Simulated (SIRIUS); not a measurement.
# MgSe (Fm-3m) in SIRIUS: equation of state

Aim: energy against volume of MgSe in PBEsol, for its equilibrium volume and stiffness.

All numbers are computed with SIRIUS, more than one build; they aren't measurements. Logs are shortened: lines on timing, memory, paths and dates and some standing lists are left out, and cuts for length are marked. The log counts tension as positive stress, the text compression.

**1. The crystal as given**

The structure is cubic, space group Fm-3m (No. 225). Conventional cell: a = 5.451 Å, b = 5.451 Å, c = 5.451 Å, α = 90.00°, β = 90.00°, γ = 90.00°. Se (site symmetry m-3m) is surrounded by 6 Mg at 2.73 Å. Around Mg (site symmetry m-3m) lie 6 Se at 2.73 Å.

**2. Single point, PBEsol, 19.03 Å³/atom (volume scaled by 0.94)**

sirius.json

```json
{
  "control": {
    "processing_unit": "cpu",
    "verbosity": 2,
    "num_bands_to_print": 21,
    "print_forces": true,
    "print_stress": true
  },
  "parameters": {
    "electronic_structure_method": "pseudopotential",
    "xc_functionals": ["XC_GGA_X_PBE_SOL", "XC_GGA_C_PBE_SOL"],
    "gk_cutoff": 9.3,
    "pw_cutoff": 18.6,
    "ngridk": [8, 8, 8],
    "shiftk": [0, 0, 0],
    "smearing": "fermi_dirac",
    "smearing_width": 0.0018374661,
    "num_bands": 21,
    "num_mag_dims": 0,
    "num_dft_iter": 100,
    "energy_tol": 1e-08,
    "density_tol": 1e-06
  },
  "iterative_solver": {
    "type": "davidson",
    "min_tolerance": 1e-10
  },
  "mixer": {
    "type": "anderson",
    "beta": 0.7,
    "max_history": 8
  },
  "settings": {
    "tol_ne": 1e-10,
    "pseudo_grid_cutoff": 6.5
  },
  "unit_cell": {
    "lattice_vectors": [
      [0.0, 0.707106781187, 0.707106781187],
      [0.707106781187, 0.0, 0.707106781187],
      [0.707106781187, 0.707106781187, 0.0]
    ],
    "lattice_vectors_scale": 7.1351427961,
    "atom_coordinate_units": "lattice",
    "atom_types": ["Se", "Mg"],
    "atom_files": {
      "Se": "Se.json",
      "Mg": "Mg.json"
    },
    "atoms": {
      "Se": [
        [0.5, 0.5, 0.5]
      ],
      "Mg": [
        [0.0, 0.0, 0.0]
      ]
    }
  }
}
```

Potentials or basis: PseudoDojo 0.4.1 PBEsol standard (scalar relativistic).

Command:

```
upf_to_json Se.upf
upf_to_json Mg.upf
OMP_NUM_THREADS=1 sirius.scf --input=sirius.json --output=out.json --task=0
```

The log of the run:

```text
[info] SIRIUS version : 7.12.0
[info] number of MPI ranks           : 1
[info] MPI grid                      : 1 1
[info] maximum number of OMP threads : 1
[fft] FFT context for density and potential
[fft] =====================================
[fft]   comm size                             : 1
[fft]   plane wave cutoff                     : 18.6
[fft]   grid size                             : 45 45 45   total : 91125
[fft]   grid limits                           : -22 22   -22 22   -22 22
[fft]   number of G-vectors within the cutoff : 13971
[fft]   local number of G-vectors             : 13971
[fft]   number of G-shells                    : 765
[fft] FFT context for coarse grid
[fft] =====================================
[fft]   comm size                             : 1
[fft]   plane wave cutoff                     : 18.6
[fft]   grid size                             : 45 45 45   total : 91125
[fft]   grid limits                           : -22 22   -22 22   -22 22
[fft]   number of G-vectors within the cutoff : 13971
[fft]   local number of G-vectors             : 13971
[fft]   number of G-shells                    : 765
[unit cell] lattice vectors
[unit cell]   a1 :       0.0000000000      5.0453078559      5.0453078559
[unit cell]   a2 :       5.0453078559      0.0000000000      5.0453078559
[unit cell]   a3 :       5.0453078559      5.0453078559      0.0000000000
[unit cell] reciprocal lattice vectors
[unit cell]   b1 :      -0.6226761069      0.6226761069      0.6226761069
[unit cell]   b2 :       0.6226761069     -0.6226761069      0.6226761069
[unit cell]   b3 :       0.6226761069      0.6226761069     -0.6226761069
[unit cell] unit cell volume :       256.85794845 [a.u.^3]
[unit cell] 1/sqrt(omega)    :         0.06239553
[unit cell] MT volume        :         0.00000000 ( 0.00%)
[unit cell] IT volume        :       256.85794845 (100.00%)
[unit cell] number of atom types : 2
[unit cell] type id : 0 symbol : Se mt_radius :  11.970000 num_atoms : 1
[unit cell] type id : 1 symbol : Mg mt_radius :  15.090000 num_atoms : 1
[unit cell] total number of atoms : 2
[unit cell] number of symmetry classes : 2
[unit cell] number of PAW atoms : 0
[... 293 lines left out ...]
[diagonalize] ik:   26   -2.428987   -1.380672   -1.380667   -1.380287   -1.380286   -1.380270   -1.214547   -1.214525   -1.214455   -0.108376    0.171440    0.199945    0.261757    0.492748    0.564929    0.608581    0.652877    0.750865    0.768547    0.890711    0.935362
[diagonalize] ik:   27   -2.428987   -1.380674   -1.380657   -1.380303   -1.380271   -1.380265   -1.214571   -1.214504   -1.214486   -0.104125    0.163266    0.229271    0.235789    0.436121    0.504160    0.674081    0.716294    0.799869    0.869644    0.873455    0.933474
[diagonalize] ik:   28   -2.428987   -1.380669   -1.380665   -1.380287   -1.380287   -1.380265   -1.214538   -1.214538   -1.214481   -0.103306    0.190761    0.190761    0.222935    0.499882    0.587305    0.603314    0.603314    0.825485    0.825485    0.889761    0.944223
[find] Charges and magnetic moments
[find] --------------------------------------------------------------------------------
[find] total charge          : 26.000000
[find] Energy
[find] --------------------------------------------------------------------------------
[find] valence_eval_sum               :     -24.78530501
[find] <rho|V^{XC}>                   :     -27.23081955
[find] <rho|E^{XC}>                   :     -31.85433723
[find] <mag|B^{XC}>                   :       0.00000000
[find] <rho|V^{H}>                    :     105.88154714
[find] one-electron contribution      :    -103.43603259 (Ha),    -206.87206518 (Ry)
[find] hartree contribution           :      52.94077357
[find] xc contribution                :     -31.85433723
[find] ewald contribution             :     -98.15681610
[find] PAW contribution               :       0.00000000
[find] smearing (-TS)                 :      -0.00000000
[find] SCF correction                 :      -0.00000073
[find] Total energy                   :    -180.50641309 (Ha),    -361.01282618 (Ry)
[find] Free energy (E-TS)             :    -180.50641309 (Ha),    -361.01282618 (Ry)
[find] band gap (eV)                  :       1.86930948
[find] Efermi                         :       0.35948168
[find] iteration : 9, RMS (target) : 6.4510e-07 (1.0000e-06) , energy difference (target) : -1.8693e-10 (1.0000e-08)
[find] bands are converged : true
[find] iterative solver converged : false
[find] converged after 10 SCF iterations!
[find] Charges and magnetic moments
[find] --------------------------------------------------------------------------------
[find] total charge          : 26.000000
[find] Energy
[find] --------------------------------------------------------------------------------
[find] valence_eval_sum               :     -24.78530501
[find] <rho|V^{XC}>                   :     -27.23081955
[find] <rho|E^{XC}>                   :     -31.85433723
[find] <mag|B^{XC}>                   :       0.00000000
[find] <rho|V^{H}>                    :     105.88154714
[find] one-electron contribution      :    -103.43603259 (Ha),    -206.87206518 (Ry)
[find] hartree contribution           :      52.94077357
[find] xc contribution                :     -31.85433723
[find] ewald contribution             :     -98.15681610
[find] PAW contribution               :       0.00000000
[find] smearing (-TS)                 :      -0.00000000
[find] SCF correction                 :      -0.00000073
[find] Total energy                   :    -180.50641309 (Ha),    -361.01282618 (Ry)
[find] Free energy (E-TS)             :    -180.50641309 (Ha),    -361.01282618 (Ry)
[find] band gap (eV)                  :       1.86930948
[find] Efermi                         :       0.35948168
[ground_state] === stress tensor components [kbar] ===
[ground_state] === stress_kin ===
[ground_state] -85756.047127    0.000000   -0.000000
[ground_state]     0.000000-85756.047127   -0.000000
[ground_state]    -0.000000   -0.000000-85756.047127
[ground_state] === stress_har ===
[ground_state] -20213.132571    0.000000    0.000000
[ground_state]     0.000000-20213.132571   -0.000000
[ground_state]     0.000000   -0.000000-20213.132571
[ground_state] === stress_ewald ===
[ground_state] 37476.912460    0.000000   -0.000000
[ground_state]     0.00000037476.912460    0.000000
[ground_state]    -0.000000    0.00000037476.912460
[ground_state] === stress_vloc ===
[ground_state]  5305.995157    0.000000    0.000000
[ground_state]     0.000000 5305.995157   -0.000000
[ground_state]     0.000000   -0.000000 5305.995157
[ground_state] === stress_xc ===
[ground_state] -5039.638330    0.000000    0.000000
[ground_state]     0.000000-5039.638330   -0.000000
[ground_state]     0.000000   -0.000000-5039.638330
[ground_state] === stress_core ===
[ground_state] 14550.274474    0.000000    0.000000
[ground_state]     0.00000014550.274474    0.000000
[ground_state]     0.000000    0.00000014550.274474
[ground_state] === stress_nonloc ===
[ground_state] 53630.213947    0.000000   -0.000000
[ground_state]     0.00000053630.213947    0.000000
[ground_state]    -0.000000    0.00000053630.213947
[ground_state] === stress_us_nl ===
[ground_state] 53630.213947    0.000000   -0.000000
[ground_state]     0.00000053630.213947    0.000000
[ground_state]    -0.000000    0.00000053630.213947
[ground_state] === stress_total ===
[ground_state]   -45.421992    0.000000   -0.000000
[ground_state]     0.000000  -45.421992   -0.000000
[ground_state]    -0.000000   -0.000000  -45.421992
[ground_state] ==== total Forces in Ha/bohr =====
[ground_state] atom:    0, force:       0.0000000      0.0000000      0.0000000
[... 14 lines left out ...]
[ground_state] atom:    0, force:       0.0000000      0.0000000      0.0000000
[ground_state] atom:    1, force:       0.0000000      0.0000000      0.0000000
[~DFT_ground_state] local op. applied: 13750
[~DFT_ground_state] evp. work count: 2624.17
[~DFT_ground_state] number of iterative solver steps: 859
```

Run time: 77 s. Hardware: 1 thread of AMD EPYC, shared host; peak memory 0.27 GiB.

Results:

- Free energy: -4911.8297 eV
- Pressure: 4.5 GPa
- Band gap on the k mesh: 1.87 eV

**3. Single point, PBEsol, 19.44 Å³/atom (volume scaled by 0.96)**

sirius.json: that of step 2 with these lines changed.

```diff
@@ -42,3 +42,3 @@
     ],
-    "lattice_vectors_scale": 7.1351427961,
+    "lattice_vectors_scale": 7.185391936,
     "atom_coordinate_units": "lattice",
```

Potentials or basis: PseudoDojo 0.4.1 PBEsol standard (scalar relativistic).

Command:

```
upf_to_json Se.upf
upf_to_json Mg.upf
OMP_NUM_THREADS=1 sirius.scf --input=sirius.json --output=out.json --task=0
```

Wall time 1.8 min (1 thread of AMD EPYC, shared host); peak memory 0.27 GiB.

It converged, with:

* Free energy: -4911.8484 eV
* Pressure: 2.9 GPa
* Band gap on the k mesh: 1.84 eV

**4. Single point, PBEsol, 19.84 Å³/atom (volume scaled by 0.98)**

sirius.json: that of step 3 with these lines changed.

```diff
@@ -42,3 +42,3 @@
     ],
-    "lattice_vectors_scale": 7.185391936,
+    "lattice_vectors_scale": 7.2349479292,
     "atom_coordinate_units": "lattice",
```

Command:

```
upf_to_json Se.upf
upf_to_json Mg.upf
OMP_NUM_THREADS=1 sirius.scf --input=sirius.json --output=out.json --task=0
```

Wall time 90 s (1 thread of AMD EPYC, shared host); peak memory 0.28 GiB.

It converged, with:

- Free energy: -4911.8591 eV
- Pressure: 1.4 GPa
- Band gap on the k mesh: 1.80 eV

**5. Single point, PBEsol, 20.65 Å³/atom (volume scaled by 1.02)**

sirius.json: that of step 4 with these lines changed.

```diff
@@ -42,3 +42,3 @@
     ],
-    "lattice_vectors_scale": 7.2349479292,
+    "lattice_vectors_scale": 7.3320729138,
     "atom_coordinate_units": "lattice",
```

Command:

```
upf_to_json Se.upf
upf_to_json Mg.upf
OMP_NUM_THREADS=1 sirius.scf --input=sirius.json --output=out.json --task=0
```

It took 1.7 min on 1 thread of AMD EPYC, shared host; peak memory 0.3 GiB.

The run converged. Its results:

```
Free energy            : -4911.8593 eV
Pressure               : -1.2 GPa
Band gap on the k mesh : 1.74 eV
```

**6. Single point, PBEsol, 21.06 Å³/atom (volume scaled by 1.04)**

sirius.json: that of step 5 with these lines changed.

```diff
@@ -42,3 +42,3 @@
     ],
-    "lattice_vectors_scale": 7.3320729138,
+    "lattice_vectors_scale": 7.379685111,
     "atom_coordinate_units": "lattice",
```

Potentials or basis: PseudoDojo 0.4.1 PBEsol standard (scalar relativistic).

Command:

```
upf_to_json Se.upf
upf_to_json Mg.upf
OMP_NUM_THREADS=1 sirius.scf --input=sirius.json --output=out.json --task=0
```

Wall time 1.9 min (1 thread of AMD EPYC, shared host); peak memory 0.31 GiB.

The run converged. Its results:

| Quantity | Value |
| --- | --- |
| Free energy | -4911.8502 eV |
| Pressure | -2.4 GPa |
| Band gap on the k mesh | 1.71 eV |

**7. Single point, PBEsol, 21.46 Å³/atom (volume scaled by 1.06)**

sirius.json: that of step 6 with these lines changed.

```diff
@@ -42,3 +42,3 @@
     ],
-    "lattice_vectors_scale": 7.379685111,
+    "lattice_vectors_scale": 7.4266907421,
     "atom_coordinate_units": "lattice",
```

Command:

```
upf_to_json Se.upf
upf_to_json Mg.upf
OMP_NUM_THREADS=1 sirius.scf --input=sirius.json --output=out.json --task=0
```

Run time: 1.9 min. Hardware: 1 thread of AMD EPYC, shared host; peak memory 0.31 GiB.

Results (log left out):

* Free energy: -4911.8358 eV
* Pressure: -3.4 GPa
* Band gap on the k mesh: 1.68 eV

**8. Equation of state, PBEsol**

Potentials or basis: PseudoDojo 0.4.1 PBEsol standard (scalar relativistic).

No new run: the results of the series are fitted here.

Results:

```
Equilibrium volume                      : 20.25 Å³/atom
Bulk modulus                            : 65 GPa
Pressure derivative of the bulk modulus : 4.2
```

Energy against volume, from the lowest point:
```
volume (Å³/atom)  energy (meV/atom)
          19.031              16.36
          19.436               7.01
          19.841               1.68
          20.246               0.00
          20.651               1.58
          21.056               6.11
          21.461              13.32
```

**9. Single point, PBEsol, 19.03 Å³/atom (volume scaled by 0.94)**

sirius.json: that of step 7 with these lines changed.

```diff
@@ -25,3 +25,4 @@
     "type": "davidson",
-    "min_tolerance": 1e-10
+    "min_tolerance": 1e-09,
+    "tolerance_scale": [0.1, 0.25]
   },
@@ -42,3 +43,3 @@
     ],
-    "lattice_vectors_scale": 7.4266907421,
+    "lattice_vectors_scale": 7.1351427961,
     "atom_coordinate_units": "lattice",
@@ -46,4 +47,4 @@
     "atom_files": {
-      "Se": "Se.json",
-      "Mg": "Mg.json"
+      "Mg": "Mg.json",
+      "Se": "Se.json"
     },
```

Potentials or basis: PseudoDojo 0.4.1 PBEsol standard (scalar relativistic).

Command:

```
upf_to_json Mg.upf
upf_to_json Se.upf
OMP_NUM_THREADS=1 sirius.scf --input=sirius.json --output=out.json --task=0
```

Wall time 49 s (1 thread of Arm Neoverse V1, shared host); peak memory 0.29 GiB.

The run converged. Its results:

```
Free energy            : -4911.8297 eV
Pressure               : 4.5 GPa
Band gap on the k mesh : 1.87 eV
```

**10. Single point, PBEsol, 19.44 Å³/atom (volume scaled by 0.96)**

sirius.json: that of step 9 with these lines changed.

```diff
@@ -43,3 +43,3 @@
     ],
-    "lattice_vectors_scale": 7.1351427961,
+    "lattice_vectors_scale": 7.185391936,
     "atom_coordinate_units": "lattice",
```

Command:

```
upf_to_json Mg.upf
upf_to_json Se.upf
OMP_NUM_THREADS=1 sirius.scf --input=sirius.json --output=out.json --task=0
```

It took 50 s on 1 thread of Arm Neoverse V1, shared host; peak memory 0.3 GiB.

Results (log left out):

| Item | Value |
| --- | --- |
| Free energy | -4911.8484 eV |
| Pressure | 2.9 GPa |
| Band gap on the k mesh | 1.84 eV |

**11. Single point, PBEsol, 19.84 Å³/atom (volume scaled by 0.98)**

sirius.json: that of step 10 with these lines changed.

```diff
@@ -43,3 +43,3 @@
     ],
-    "lattice_vectors_scale": 7.185391936,
+    "lattice_vectors_scale": 7.2349479292,
     "atom_coordinate_units": "lattice",
```

Command:

```
upf_to_json Mg.upf
upf_to_json Se.upf
OMP_NUM_THREADS=1 sirius.scf --input=sirius.json --output=out.json --task=0
```

Wall time 50 s (1 thread of Arm Neoverse V1, shared host); peak memory 0.3 GiB.

It converged, with:

- Free energy: -4911.8591 eV
- Pressure: 1.4 GPa
- Band gap on the k mesh: 1.80 eV

**12. Single point, PBEsol, 20.65 Å³/atom (volume scaled by 1.02)**

sirius.json: that of step 11 with these lines changed.

```diff
@@ -43,3 +43,3 @@
     ],
-    "lattice_vectors_scale": 7.2349479292,
+    "lattice_vectors_scale": 7.3320729138,
     "atom_coordinate_units": "lattice",
```

Potentials or basis: PseudoDojo 0.4.1 PBEsol standard (scalar relativistic).

Command:

```
upf_to_json Mg.upf
upf_to_json Se.upf
OMP_NUM_THREADS=1 sirius.scf --input=sirius.json --output=out.json --task=0
```

It took 49 s on 1 thread of Arm Neoverse V1, shared host; peak memory 0.33 GiB.

It converged, with:

```
Free energy            : -4911.8593 eV
Pressure               : -1.2 GPa
Band gap on the k mesh : 1.74 eV
```

**13. Single point, PBEsol, 21.06 Å³/atom (volume scaled by 1.04)**

sirius.json: that of step 12 with these lines changed.

```diff
@@ -43,3 +43,3 @@
     ],
-    "lattice_vectors_scale": 7.3320729138,
+    "lattice_vectors_scale": 7.379685111,
     "atom_coordinate_units": "lattice",
```

Command:

```
upf_to_json Mg.upf
upf_to_json Se.upf
OMP_NUM_THREADS=1 sirius.scf --input=sirius.json --output=out.json --task=0
```

It took 50 s on 1 thread of Arm Neoverse V1, shared host; peak memory 0.33 GiB.

It converged, with:

- Free energy: -4911.8502 eV
- Pressure: -2.3 GPa
- Band gap on the k mesh: 1.71 eV

**14. Single point, PBEsol, 21.46 Å³/atom (volume scaled by 1.06)**

sirius.json: that of step 13 with these lines changed.

```diff
@@ -43,3 +43,3 @@
     ],
-    "lattice_vectors_scale": 7.379685111,
+    "lattice_vectors_scale": 7.4266907421,
     "atom_coordinate_units": "lattice",
```

Command:

```
upf_to_json Mg.upf
upf_to_json Se.upf
OMP_NUM_THREADS=1 sirius.scf --input=sirius.json --output=out.json --task=0
```

It took 50 s on 1 thread of Arm Neoverse V1, shared host; peak memory 0.33 GiB.

It converged, with:

```
Free energy            : -4911.8358 eV
Pressure               : -3.4 GPa
Band gap on the k mesh : 1.68 eV
```

**15. Equation of state, PBEsol**

Potentials or basis: PseudoDojo 0.4.1 PBEsol standard (scalar relativistic).

This step only gathers the single runs of the series.

Results:

```yaml
Equilibrium_volume: 20.25 Å³/atom
Bulk_modulus: 65 GPa
Pressure_derivative_of_the_bulk_modulus: 4.2
```

Energy against volume, from the lowest point:
```csv
volume (Å³/atom),energy (meV/atom)
19.031,16.36
19.436,7.01
19.841,1.68
20.246,0.00
20.651,1.58
21.056,6.11
21.461,13.32
```
